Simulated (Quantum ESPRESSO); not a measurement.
Input of a Quantum ESPRESSO 7.5 run:

scf.in

```
&CONTROL
  calculation = 'scf'
  prefix = 'pwscf'
  outdir = './tmp'
  pseudo_dir = './pseudo'
/
&SYSTEM
  ibrav = 0
  nat = 2
  ntyp = 2
  ecutwfc = 76
  nbnd = 9
  occupations = 'smearing'
  smearing = 'fd'
  degauss = 0.00367493
  force_symmorphic = .true.
/
&ELECTRONS
  conv_thr = 4d-10
  electron_maxstep = 120
  mixing_beta = 0.5
/
ATOMIC_SPECIES
P     30.9738 P.upf
B     10.8100 B.upf
CELL_PARAMETERS angstrom
   0.0000000000    2.2988586873    2.2988586873
   2.2988586873    0.0000000000    2.2988586873
   2.2988586873    2.2988586873    0.0000000000
ATOMIC_POSITIONS crystal
P      0.7500000000    0.7500000000    0.7500000000
B      0.0000000000    0.0000000000    0.0000000000
K_POINTS automatic
10 10 10 0 0 0
```

File nscf.in:

```
&CONTROL
  calculation = 'nscf'
  prefix = 'pwscf'
  outdir = './tmp'
  pseudo_dir = './pseudo'
/
&SYSTEM
  ibrav = 0
  nat = 2
  ntyp = 2
  ecutwfc = 76
  nbnd = 124
  occupations = 'fixed'
  force_symmorphic = .true.
/
&ELECTRONS
  conv_thr = 1d-08
  diago_full_acc = .true.
  diago_thr_init = 1d-06
/
ATOMIC_SPECIES
P     30.9738 P.upf
B     10.8100 B.upf
CELL_PARAMETERS angstrom
   0.0000000000    2.2988586873    2.2988586873
   2.2988586873    0.0000000000    2.2988586873
   2.2988586873    2.2988586873    0.0000000000
ATOMIC_POSITIONS crystal
P      0.7500000000    0.7500000000    0.7500000000
B      0.0000000000    0.0000000000    0.0000000000
K_POINTS automatic
6 6 6 0 0 0
```

Potentials or basis: PseudoDojo 0.4.1 SR PBEsol standard.

The run is started by

```bash
$ OMP_NUM_THREADS=1 pw.x -in scf.in > scf.out
$ OMP_NUM_THREADS=1 pw.x -in nscf.in > nscf.out
```

(1) Estimate the band gap on the k mesh, mean-field level.

## Answers

(1) 1.31 eV, indirect (least direct gap 3.30 eV).
